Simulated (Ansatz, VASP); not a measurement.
## One calculation of Ru, two programs

The input INCAR:

```
SYSTEM = Ru
PREC = Accurate
ENCUT = 520
EDIFF = 1E-6
ISMEAR = 1
SIGMA = 0.02
LREAL = .FALSE.
LASPH = .TRUE.
NELM = 80
ALGO = Normal
ISIF = 2
LWAVE = .FALSE.
LCHARG = .TRUE.
LELF = .TRUE.
LVHAR = .TRUE.
NBANDS = 21
```

Contents of KPOINTS:

```
regular mesh
0
G
  10 10 6
  0 0 0
```

File POSCAR:

```
Ru
1.0
    2.7058000000      0.0000000000      0.0000000000
   -1.3529000000      2.3432915376      0.0000000000
    0.0000000000      0.0000000000      4.2819000000
Ru
2
Direct
    0.3333330000      0.6666670000      0.2500000000
    0.6666670000      0.3333330000      0.7500000000
```

Input for Ansatz:

```yaml
crystal:
  lattice:
    - [2.7058, 0.0, 0.0]
    - [-1.3528999999999993, 2.343291537559934, 0.0]
    - [0.0, 0.0, 4.2819]
  atoms:
    - { symbol: Ru, position: [0.33333300000000005, 0.6666670000000001, 0.25] }
    - { symbol: Ru, position: [0.666667, 0.333333, 0.75] }
accuracy: medium
kpoints:
  mp_grid:
    grid: [10, 10, 6]
    shift: [0.0, 0.0, 0.0]
hamiltonian:
  xc: lda
  pseudopotentials:
    kind: paw
scf:
  algorithm: density_mixing
  occupations:
    method: cold
    width: 0.02
output:
  stress: true
```

Alike in both runs: task single point; functional LDA; k mesh 10 × 10 × 6; no spin polarisation.

|  | VASP | Ansatz |
| --- | --- | --- |
| version | VASP 6.6.1 | Ansatz 0.2.0 |
| potentials or method | VASP PAW LDA potentials, release 64 (Ru_pv) | plane waves, PAW |
| plane-wave cutoff (eV) | 520 | 420 |
| occupations | methfessel-paxton of order 1, width 0.02 eV | cold, width 0.02 eV |
| valence electrons in the cell | 28 | 32 |

Ansatz gave:

| Property | Result |
| --- | --- |
| pressure (GPa) | -12.2 |
| largest component of the traceless stress (GPa) | 3.74 |

Q: Estimate VASP's values.

A: Pressure (GPa): -11.4; largest component of the traceless stress (GPa): 3.71.

The two sets of potentials don't hold the same shells in valence. Ansatz warned: «structure_snapped_to_symmetry».
